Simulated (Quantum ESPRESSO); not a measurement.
**W: equation of state with r2SCAN+D3(BJ)**

Crystal: W.

```
W
1.0
    -1.58234    1.58234    1.58234
     1.58234   -1.58234    1.58234
     1.58234    1.58234   -1.58234
W
1
Direct
  0.00000 0.00000 0.00000
```

* Program: Quantum ESPRESSO 7.5
* Task: equation of state
* Functional: r2SCAN
* Dispersion: D3(BJ)
* Potentials or basis: SG15 PBE 1.2
* Cutoff: 1020 eV
* Density cutoff: 4082 eV
* k mesh: 9 × 9 × 9
* Occupations: fermi-dirac, width 0.05 eV
* Spin: no spin polarisation
* Symmetry: off
* Mixing beta: 0.5
* Most SCF iterations: 120
* SCF threshold: 1e-08 Ry

The equilibrium volume is 15.18 Å³/atom. The bulk modulus is 339 GPa. The pressure derivative of the bulk modulus is 4.2.

Energy against volume, from the lowest point:
```tsv
volume (Å³/atom)	energy (meV/atom)
14.897	5.65
15.214	0.00
15.531	8.21
15.848	28.75
16.165	60.54
16.482	102.28
16.798	152.93
```

All runs of the series together: 20 min on 2 threads of Arm Neoverse V1 (shared host).

Caveat: the k mesh is coarse; the potentials were made for another functional, which shifts forces and pressure. The run has no spin-orbit coupling, so splittings on W are missing.
